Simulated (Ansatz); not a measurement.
## Infrared modes and screening in LiF (Fm-3m)

Perturbation theory with PBEsol in Ansatz 0.2.0 on the PBEsol cell, ground state and force constants on a 10×10×10 mesh. No spin polarisation and no zero-point or thermal motion.

It is cubic, Fm-3m (No. 225); a = 4.008 Å in the conventional setting, 8.05 Å³ an atom. Around Li lie 6 F at 2.00 Å; around F lie 6 Li at 2.00 Å.

```
Li F
1.0
     0.00000    2.00404    2.00404
     2.00404    0.00000    2.00404
     2.00404    2.00404    0.00000
Li F
1 1
Cartesian
  0.0000 0.0000 0.0000
  2.0040 2.0040 2.0040
```

Optical modes without the longitudinal term:

| ω (cm⁻¹) | degeneracy | IR intensity, summed over the level ((D/Å)²/amu) |
| --- | --- | --- |
| 299 | 3 | 14.97 |

The optical mode at Γ lies at 299 cm⁻¹ without the longitudinal term. With the long-range field the highest mode reaches 637 cm⁻¹.

The clamped-ion dielectric constant comes out as 2.09 in all directions. With the ions relaxed, ε⁰ is 9.5 in all directions. Born charges, averaged over directions: Li +1.05, F -1.05 e.

With one polar mode in a cubic crystal the Lyddane-Sachs-Teller relation applies: (ω_LO/ω_TO)² = (637.3/299.4)² = 4.532, and ε⁰/ε∞ = 9.464/2.088 = 4.532. The refractive index √ε∞ is 1.45.

For comparison, on the r2SCAN cell the mean ε∞ is 1.99 with r2SCAN (ground state on 10×10×10; least gap 10.33 eV), 2.07 with PBE.
